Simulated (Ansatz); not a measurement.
## MnO in Ansatz: the effect of functional

Crystal: MnO.

```
Mn O
1.0
     2.95135   -1.70546    0.00000
     2.95135    1.70546    0.00000
    -1.97131    0.00000    2.79145
Mn O
1 1
Direct
  0.50020 0.50020 0.50067
  0.74980 0.74980 0.24934
```

The cell comes from a database or a generator and needn't be the stable form of this composition.

The cell isn't the ideal one: volume scaled by 0.98.

Alike in all runs:

```yaml
Program: Ansatz 0.2.0
Task: single point
Potentials_or_basis: Ansatz PAW
k_mesh: 9 × 9 × 9
Occupations: fermi-dirac, width 0.05 eV
Spin: collinear spin, ferromagnetic start
Starting_moments: "[4.0, 0.0] μB"
```

```tsv
functional	cutoff	pressure (GPa)	moment (μB)
LDA	420 eV (not typed: the program's choice for these potentials)	-11.7	4.94
PBEsol	420 eV (not typed: the program's choice for these potentials)	-6.5	5.00
r2SCAN	500 eV (not typed: the program's choice for these potentials)	?	?
```

**Question.** What does the run with functional r2SCAN give?

**Answer.** Pressure -4.2 GPa; moment 5.00 μB.

Caveats: a cell with one magnetic atom can't hold antiferromagnetic order, which such compounds often take; the PAW data sets come from PBE, with cores solved anew for the run's functional, which leaves a small shift of forces and pressure; the magnetic or orbital state may not be the lowest (some runs).
